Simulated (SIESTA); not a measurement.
# Al2O3 (Corundum) in SIESTA: the effect of strain zz

Crystal: Al2O3 (Corundum).

```
CELL_PARAMETERS angstrom
2.38025 1.37424 4.15859
-2.38025 1.37424 4.15859
0.00000 -2.74848 4.15859
ATOMIC_POSITIONS crystal
Al 0.85216 0.85216 0.85216
Al 0.64784 0.64784 0.64784
Al 0.14784 0.14784 0.14784
Al 0.35216 0.35216 0.35216
O 0.05668 0.75000 0.44332
O 0.75000 0.44332 0.05668
O 0.44332 0.05668 0.75000
O 0.94332 0.25000 0.55668
O 0.25000 0.55668 0.94332
O 0.55668 0.94332 0.25000
```

The cell isn't the ideal one: cell strained along z.

Alike in all runs:

| Item | Value |
| --- | --- |
| Program | SIESTA 5.4.2 |
| Task | band structure |
| Functional | PBE |
| Potentials or basis | PseudoDojo 0.4 standard (PBE files) |
| Basis | DZP (energy shift 0.003 Ry) |
| Grid cutoff | 800 Ry |
| Energy shift | 0.003 Ry |
| k mesh | 7 × 7 × 7 |
| Occupations | fermi-dirac, width 0.05 eV |
| Spin | no spin polarisation |

```csv
strain zz,gap on the mesh (eV),pressure (GPa),largest force (eV/Å)
-0.04,6.40,19.5,0.43
-0.02,?,?,?
-0.01,6.29,11.0,0.11
```

Question: What does the run with strain zz -0.02 give?

Answer: gap on the mesh 6.34 eV; pressure 13.7 GPa; largest force 0.21 eV/Å.

Caveats: the basis of atomic orbitals isn't converged, which shifts pressures, moduli and gaps.

